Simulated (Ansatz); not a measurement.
# Lu (Im-3m) in Ansatz: notebook

One crystal, Lu, is run at these levels: PBEsol; tasks: relaxation of cell and atoms.

Everything below comes from runs of Ansatz 0.2.0. Logs are shortened: lines on timing, memory, paths and dates and some standing lists are left out, and cuts for length are marked.

## (1) Starting point

It takes space group Im-3m (No. 229, cubic). The conventional cell has a = 3.908 Å, b = 3.908 Å, c = 3.908 Å, α = 90.00°, β = 90.00°, γ = 90.00°. Lu (site symmetry m-3m) is surrounded by 8 Lu at 3.38 Å.

This isn't the form of Lu at room conditions, which is hcp.

## (2) Relaxation of cell and atoms, PBEsol

Input file input.yaml:

```yaml
crystal:
  lattice:
    - [-1.9541071088, 1.9541071088, 1.9541071088]
    - [1.9541071088, -1.9541071088, 1.9541071088]
    - [1.9541071088, 1.9541071088, -1.9541071088]
  atoms:
    - { symbol: Lu, position: [0.0, 0.0, 0.0] }
hamiltonian:
  xc: pbesol
  pseudopotentials: { kind: paw }
kpoints:
  mp_grid: { grid: [10, 10, 10] }
scf:
  occupations: { method: fermi_dirac, width: 0.05 }
output:
  forces: true
  stress: true
  eigenvalues: true
  write_density: true
  write_potential: true
  elf: true
  volumetric_format: npy
relax:
  f_tol: 0.01
  max_steps: 40
  cell: { stress_tol: 0.05 }
```

Potentials or basis: Ansatz PAW.

Command:

```sh
ansatz run input.yaml --threads 2 --pin off --max-ram 5632MiB --backend cpu --events-out ev --progress --plain --runs-dir out
```

Log:

```text
Warning: RAYON_NUM_THREADS=2 ignored (pool sized by the plan → 2); use --threads N
Engine: ansatz 0.2.0, aarch64-unknown-linux-gnu
Pseudopotentials: kind: paw
Pseudopotential: Lu, paw, valence charge 25, recommended cutoff 420 eV (normal), Lu.paw.azcp
Functional definition: PBEsol
  exchange = pbesol_x
  correlation = pbesol_c
Crystal: 1 atoms, lattice volume = 29.847 Å³
Basis set: ecut = 420 eV, 603 PW (Γ), exchange–correlation on 48×48×48 points (8 copies of the dense FFT grid, shifted against one another)
Bands: 17, of which v1, the nominal top of the filled ones, is band 13 counted from 1 (12 counted from 0)
Symmetry: 48 space group operations
Space group: Im-3m (ITA 229), of the structure as read, at distance tolerance 3.1e-5 Å
k-points: 47 of 1000
Non-local potential: Lu, projectors of the file, l = 0: 3, l = 1: 2, l = 2: 2, l = 3: 3
PAW form: soft (Blöchl's): semilocal exchange-correlation on the pseudo side does not see the compensation charge
PAW frozen core: Lu, regenerated for the run's functional, and the local potential with it (the file was generated under x = pbe(κ = 0.804, μ = 0.2195149727645171), c = pbe(β = 0.06672455060314922))
PAW one-centre angular grid: Lu, 590 points (default); XC on 64 Gauss nodes
Initial density: superposition of atomic densities (neutral atoms: chi_scale 0, normalization atom), corrected by the library's trained network
Initial wavefunctions: pseudopotential atomic-orbital guess
Functional: x = pbesol(κ = 0.804, μ = 0.12345679012345678), c = pbesol(β = 0.046)
SCF iter   1: F=—  HF=-14611.323404 eV  |F-HF|=—  |Δ(HF+E_count)|=         —  Δρ=1.34e-3  dr2=2.72e-4  ethr=1.77e-3  ⟨swp⟩=5.1  Hψ=4436  notcnv=0
preconditioner: auto → Kerker (q_TF=auto, 2.649 Å⁻¹)  [metal: Δε(μ)=0.025 eV  Ē_g=13.786 eV  σ=0.050 eV  W_gap=0.12  n_scr=12 (ndim 8)  ℏωp=32.6 eV  f_vac=0.000  D(μ)=2.40/eV (n_scr^D=18)]
SCF iter   2: F=—  HF=-14611.321124 eV  |F-HF|=—  |Δ(HF+E_count)|=   2.28e-3  Δρ=1.13e-3  dr2=3.68e-4  ethr=1.09e-6  ⟨swp⟩=4.0  Hψ=2695  notcnv=0
SCF iter   3: F=—  HF=-14611.320559 eV  |F-HF|=—  |Δ(HF+E_count)|=   5.65e-4  Δρ=5.88e-4  dr2=9.08e-5  ethr=1.09e-6  ⟨swp⟩=2.6  Hψ=1563  notcnv=0  defer=1
SCF iter   4: F=—  HF=-14611.320492 eV  |F-HF|=—  |Δ(HF+E_count)|=   6.67e-5  Δρ=2.31e-4  dr2=8.62e-6  ethr=3.63e-7  ⟨swp⟩=2.9  Hψ=1704  notcnv=0  defer=1
SCF iter   5: F=—  HF=-14611.320492 eV  |F-HF|=—  |Δ(HF+E_count)|=   1.73e-7  Δρ=2.90e-5  dr2=2.41e-7  ethr=3.45e-8  ⟨swp⟩=2.1  Hψ=1163  notcnv=0  defer=1
SCF iter   6: F=—  HF=-14611.320493 eV  |F-HF|=—  |Δ(HF+E_count)|=   3.55e-7  Δρ=1.41e-5  dr2=3.46e-8  ethr=4.00e-10  ⟨swp⟩=14.8  Hψ=8730  notcnv=0
SCF iter   7: F=—  HF=-14611.320492 eV  |F-HF|=—  |Δ(HF+E_count)|=   2.87e-7  Δρ=4.96e-6  dr2=1.51e-9  ethr=1.38e-10  ⟨swp⟩=11.7  Hψ=6853  notcnv=0
SCF iter   8: F=-14611.320492 eV  HF=-14611.320492 eV  |F-HF|=9.25e-9  |Δ(HF+E_count)|=   2.99e-8  Δρ=1.30e-6  dr2=1.27e-10  ethr=6.04e-12  ⟨swp⟩=10.2  Hψ=5957  notcnv=0
SCF 1 converged in 8 iterations: F = -14611.320492 eV  dr2 = 1.27e-10
relax step   1: F+E_penalty+E_count = -14611.32049225 eV  Δ(F+E_penalty+E_count) = +0.000e0 eV  max|allowed force component| = 0.000e0 eV/Å  Δτ_max = 0.0000 Å  P = -2.828 GPa  Ω = 29.847 Å³  (8 SCF iters, dr2 threshold 1.00e-7 eV, accepted)
Crystal: 1 atoms, lattice volume = 28.006 Å³
Basis set: ecut = 420 eV, 555 PW (Γ), exchange–correlation on 48×48×48 points (8 copies of the dense FFT grid, shifted against one another)
Initial density: handed on by an earlier stage of this run
Initial wavefunctions: those handed on with the density
iter 1 solved again at ethr=2.90e-6 eV; its pass at ethr=3.10e-3 eV (dr2=7.26e-4 eV) is discarded
SCF iter   1: F=—  HF=-14611.339151 eV  |F-HF|=—  |Δ(HF+E_count)|=         —  Δρ=2.18e-3  dr2=6.05e-4  ethr=2.90e-6  ⟨swp⟩=2.9  Hψ=6569  notcnv=0
preconditioner: auto → Kerker (q_TF=auto, 2.677 Å⁻¹)  [metal: Δε(μ)=0.081 eV  Ē_g=13.856 eV  σ=0.050 eV  W_gap=0.38  n_scr=12 (ndim 8)  ℏωp=33.7 eV  f_vac=0.000  D(μ)=2.22/eV (n_scr^D=18)]
SCF iter   2: F=—  HF=-14611.338974 eV  |F-HF|=—  |Δ(HF+E_count)|=   1.78e-4  Δρ=5.17e-4  dr2=6.11e-5  ethr=2.42e-6  ⟨swp⟩=3.3  Hψ=1671  notcnv=0
SCF iter   3: F=—  HF=-14611.338850 eV  |F-HF|=—  |Δ(HF+E_count)|=   1.24e-4  Δρ=6.97e-4  dr2=6.17e-5  ethr=2.44e-7  ⟨swp⟩=3.0  Hψ=1684  notcnv=0
SCF iter   4: F=—  HF=-14611.338840 eV  |F-HF|=—  |Δ(HF+E_count)|=   9.18e-6  Δρ=1.39e-4  dr2=4.08e-6  ethr=2.44e-7  ⟨swp⟩=3.1  Hψ=1430  notcnv=0
SCF iter   5: F=—  HF=-14611.338842 eV  |F-HF|=—  |Δ(HF+E_count)|=   1.19e-6  Δρ=5.50e-5  dr2=3.63e-7  ethr=1.63e-8  ⟨swp⟩=2.7  Hψ=1322  notcnv=0
SCF iter   6: F=—  HF=-14611.338842 eV  |F-HF|=—  |Δ(HF+E_count)|=   2.29e-7  Δρ=7.87e-6  dr2=1.37e-8  ethr=4.00e-10  ⟨swp⟩=14.0  Hψ=8570  notcnv=0
SCF iter   7: F=-14611.338842 eV  HF=-14611.338842 eV  |F-HF|=7.69e-10  |Δ(HF+E_count)|=   9.31e-9  Δρ=1.04e-6  dr2=1.61e-10  ethr=5.47e-11  ⟨swp⟩=10.8  Hψ=6362  notcnv=0
SCF 2 converged in 7 iterations: F = -14611.338842 eV  dr2 = 1.61e-10
relax step   2: F+E_penalty+E_count = -14611.33884191 eV  Δ(F+E_penalty+E_count) = -1.835e-2 eV  max|allowed force component| = 0.000e0 eV/Å  Δτ_max = 0.0000 Å  P = -0.153 GPa  Ω = 28.006 Å³  energy of the carried Pulay correction = +4.861e-4 eV  (7 SCF iters, dr2 threshold 1.00e-7 eV, accepted)
Crystal: 1 atoms, lattice volume = 27.908 Å³
iter 1 solved again at ethr=5.61e-8 eV; its pass at ethr=3.10e-3 eV (dr2=1.40e-5 eV) is discarded
SCF iter   1: F=—  HF=-14611.338913 eV  |F-HF|=—  |Δ(HF+E_count)|=         —  Δρ=1.31e-4  dr2=2.29e-6  ethr=5.61e-8  ⟨swp⟩=3.8  Hψ=5620  notcnv=0
preconditioner: auto → Kerker (q_TF=auto, 2.679 Å⁻¹)  [metal: Δε(μ)=0.085 eV  Ē_g=13.899 eV  σ=0.050 eV  W_gap=0.40  n_scr=12 (ndim 8)  ℏωp=33.7 eV  f_vac=0.000  D(μ)=2.21/eV (n_scr^D=18)]
SCF iter   2: F=—  HF=-14611.338913 eV  |F-HF|=—  |Δ(HF+E_count)|=   5.21e-7  Δρ=2.78e-5  dr2=1.40e-7  ethr=9.16e-9  ⟨swp⟩=3.5  Hψ=1789  notcnv=0
SCF iter   3: F=—  HF=-14611.338912 eV  |F-HF|=—  |Δ(HF+E_count)|=   4.07e-7  Δρ=4.09e-5  dr2=2.15e-7  ethr=2.34e-10  ⟨swp⟩=14.0  Hψ=8886  notcnv=0
SCF iter   4: F=-14611.338912 eV  HF=-14611.338912 eV  |F-HF|=5.13e-9  |Δ(HF+E_count)|=   5.11e-8  Δρ=8.17e-6  dr2=1.16e-8  ethr=2.34e-10  ⟨swp⟩=8.9  Hψ=6817  notcnv=0
SCF 3 converged in 4 iterations: F = -14611.338912 eV  dr2 = 1.16e-8
relax step   3: F+E_penalty+E_count = -14611.33891209 eV  Δ(F+E_penalty+E_count) = -7.018e-5 eV  max|allowed force component| = 0.000e0 eV/Å  Δτ_max = 0.0000 Å  P = +0.012 GPa  Ω = 27.908 Å³  energy of the carried Pulay correction = +5.130e-4 eV  (4 SCF iters, dr2 threshold 5.84e-8 eV, accepted)
Initial wavefunctions: pseudopotential atomic-orbital guess (no wavefunctions were taken with the density)
iter 1 solved again at ethr=3.45e-8 eV; its pass at ethr=3.10e-3 eV (dr2=8.62e-6 eV) is discarded
SCF iter   1: F=—  HF=-14611.338486 eV  |F-HF|=—  |Δ(HF+E_count)|=         —  Δρ=6.31e-5  dr2=2.09e-7  ethr=3.45e-8  ⟨swp⟩=6.4  Hψ=8613  notcnv=0
preconditioner: auto → Kerker (q_TF=auto, 2.679 Å⁻¹)  [metal: Δε(μ)=0.085 eV  Ē_g=13.902 eV  σ=0.050 eV  W_gap=0.40  n_scr=12 (ndim 8)  ℏωp=33.7 eV  f_vac=0.000  D(μ)=2.21/eV (n_scr^D=18)]
SCF iter   2: F=—  HF=-14611.338484 eV  |F-HF|=—  |Δ(HF+E_count)|=   2.11e-6  Δρ=5.69e-5  dr2=4.49e-7  ethr=8.38e-10  ⟨swp⟩=3.1  Hψ=1924  notcnv=0
SCF iter   3: F=—  HF=-14611.338483 eV  |F-HF|=—  |Δ(HF+E_count)|=   1.65e-7  Δρ=3.04e-5  dr2=8.01e-8  ethr=8.38e-10  ⟨swp⟩=3.1  Hψ=1641  notcnv=0
SCF iter   4: F=—  HF=-14611.338483 eV  |F-HF|=—  |Δ(HF+E_count)|=   2.83e-9  Δρ=5.24e-6  dr2=2.13e-9  ethr=3.20e-10  ⟨swp⟩=2.0  Hψ=1389  notcnv=0
SCF iter   5: F=—  HF=-14611.338483 eV  |F-HF|=—  |Δ(HF+E_count)|=   3.70e-9  Δρ=1.22e-6  dr2=2.05e-10  ethr=8.50e-12  ⟨swp⟩=3.4  Hψ=1853  notcnv=0
SCF iter   6: F=—  HF=-14611.338483 eV  |F-HF|=—  |Δ(HF+E_count)|=  1.82e-11  Δρ=3.28e-7  dr2=1.99e-11  ethr=1.00e-12  ⟨swp⟩=2.4  Hψ=1371  notcnv=0
SCF iter   7: F=-14611.338483 eV  HF=-14611.338483 eV  |F-HF|=3.64e-12  |Δ(HF+E_count)|=  3.64e-12  Δρ=6.14e-8  dr2=1.07e-12  ethr=1.00e-12  ⟨swp⟩=7.6  Hψ=4665  notcnv=0
SCF 4 converged in 7 iterations: F = -14611.338483 eV  dr2 = 1.07e-12
relax step   4: F+E_penalty+E_count = -14611.33848350 eV  Δ(F+E_penalty+E_count) = +4.286e-4 eV  max|allowed force component| = 0.000e0 eV/Å  Δτ_max = 0.0000 Å  P = -0.001 GPa  Ω = 27.908 Å³  stress off target by 1.42e-3 GPa  SCF on the basis re-selected at this cell (its energy is not comparable with the rows above)  (7 SCF iters)
basis re-selected at this cell: Δ(F+E_penalty+E_count) = +4.286e-4 eV, ΔP = -0.013 GPa vs the last step (what re-selecting the basis moved, of the pressure what is left beyond the Pulay correction that the steps carried, after the strain that the cell walked since its last selection, with what the two solves' SCF thresholds leave and, on support functions, any second-order correction that the steps lacked; it is no measure of the basis error at this ecutwfc). This SCF's stress stands 1.42e-3 GPa from its target on what of the cell is left free (relax.cell.stress_tol is 5.00e-2 GPa) and its largest allowed force component is 0.00e0 eV/Å (relax.f_tol is 1.00e-2 eV/Å): within both
SCF converged after 7 iterations
Free energy (F): -14611.338483 eV
Harris-Foulkes:  -14611.338483 eV  (|F-HF|=3.64e-12)
Internal energy: -14611.320093 eV  (E = F + TS)
E sigma→0 (E₀):  -14611.329288 eV
Entropy (-TS):   -0.018390 eV (-18.390 meV/atom)
Fermi energy:    14.406103 eV
--- Per-component energies (eV) ---
  E_band       = 10.746738
  E_kinetic    = 419.045170
  E_local      = -6631.928436  (includes V_loc(G=0)·N_el)
  E_nonlocal   = 582.522725
  E_hartree    = 2774.890937
  E_xc         = -216.165371
  E_vxc        = -257.074402  (∫ρ·V_xc dr)
  E_paw        = -7255.800962  (= ΣΔE_a)
  E_vpaw       = 348.399863  (= ΣTr[D̂ρ^β])
  E_aug_tail   = 0.000031  (compensation charges beyond the density's cutoff)
  E_ewald      = -4285.076354
  E_core_change = 1.192168  (= ΣΔE_core)
  E_smearing   = -0.018390  (= −TS)
  E_closure    = 0.000000  (closes the sum)
  Σ components = -14611.338483   (vs F -14611.338483, Δ=0.00e0)
--- Forces (eV/Å), atoms counted from 1 ---
  atom   1  Lu     0.00000000     0.00000000     0.00000000
  max |Σ_I F_I| component: 3.94e-31 eV/Å
--- Stress (GPa, compression-positive) ---
       -0.001419       0.000000      -0.000000
        0.000000      -0.001419      -0.000000
       -0.000000      -0.000000      -0.001419
  P = ⅓ Tr σ = -0.0014 GPa (-0.014 kbar)
--- Band table (eV; the first three rows and the last of 47) ---
  k-point 0: bands = ["-41.8421", "-12.2502", "-12.2502", "-12.2502", "8.1068", "9.3395", "9.3395", "9.3395", "9.4460", "9.4460", "9.4460", "9.4664", "16.5343", "16.5343", "16.5343", "18.8991", "18.8991"]
  k-point 1: bands = ["-41.8383", "-12.3085", "-12.2686", "-12.2504", "8.4119", "9.3424", "9.3449", "9.3462", "9.4397", "9.4425", "9.4433", "9.4585", "16.3068", "16.4071", "16.8458", "18.5772", "18.8991"]
  k-point 2: bands = ["-41.8285", "-12.4576", "-12.3164", "-12.2509", "9.2590", "9.3484", "9.3606", "9.3644", "9.4210", "9.4245", "9.4380", "9.4534", "15.7825", "15.8407", "17.7507", "18.3818", "18.9577"]
  k-point 46: bands = ["-41.7725", "-12.6570", "-12.6570", "-12.6570", "9.3226", "9.3870", "9.3870", "9.3870", "9.4507", "9.4507", "9.4507", "12.7502", "12.7502", "20.4022", "20.4022", "20.4022", "21.1415"]
--- Relaxed structure (3 steps of the walk, 3 accepted, 1 SCFs on fresh bases) ---
  F+E_penalty+E_count = -14611.33848350 eV   max|allowed force component| = 0.000e0 eV/Å   (the final SCF, on the basis selected at the relaxed cell)
  cell:  # Å, volume = 27.9081 Å³
    - [-1.9108349521602837, 1.9108349521602837, 1.9108349521602837]
    - [1.9108349521602837, -1.9108349521602837, 1.9108349521602837]
    - [1.9108349521602837, 1.9108349521602837, -1.9108349521602837]
  atoms:
    - { symbol: Lu, position: [0.0, 0.0, 0.0] }
```

It took 4 s on 2 threads of Arm Neoverse V2, shared host; peak memory 0.31 GiB.

What came out:

```
Free energy                            : -14611.3385 eV
Relaxed volume                         : 27.91 Å³/atom
Relaxed cell                           : a = 3.310 Å, b = 3.310 Å, c = 3.310 Å, α = 109.47°, β = 109.47°, γ = 109.47°
Space group after relaxing (to 0.05 Å) : Im-3m (No. 229)
Energy gained by relaxing              : 18.0 meV/atom
Ionic steps                            : 4
Pressure after relaxing                : 0.0 GPa
Band gap on the k mesh                 : none (metal or under the smearing width)
```

The path:
| step | energy change (eV) | largest force (eV/Å) | volume (Å³) |
| --- | --- | --- | --- |
| 1 | 0.0000 | 0.0000 | 29.85 |
| 2 | -0.0183 | 0.0000 | 28.01 |
| 3 | -0.0184 | 0.0000 | 27.91 |
| 4 | -0.0180 | 0.0000 | 27.91 |

Final structure:
```
Lu
1.0
    -1.91083    1.91083    1.91083
     1.91083   -1.91083    1.91083
     1.91083    1.91083   -1.91083
Lu
1
Cartesian
  0.0000 0.0000 0.0000
```

Levels at points of the mesh, in eV from the Fermi level:
```tsv
k point	band 8	band 9	band 10	band 11	band 12	band 13	band 14	band 15	band 16	band 17
(0.00, 0.00, 0.00)	-5.07	-4.96	-4.96	-4.96	-4.94	2.13	2.13	2.13	4.49	4.49
(0.00, 0.00, -0.50)	-4.99	-4.97	-4.97	-4.95	-2.65	0.30	0.62	4.27	5.29	7.47
(-0.50, -0.50, -0.50)	-5.02	-4.96	-4.96	-4.96	-1.66	-1.66	6.00	6.00	6.00	6.74
```

Caveat: the plane-wave basis is chosen anew once the cell has moved, so the energies of steps on either side of that aren't comparable; the PAW data sets come from PBE, with cores solved anew for the run's functional, which leaves a small shift of forces and pressure. Spin-orbit coupling is left out, which matters for the levels of Lu.

(Continued in part 2 of 2.)
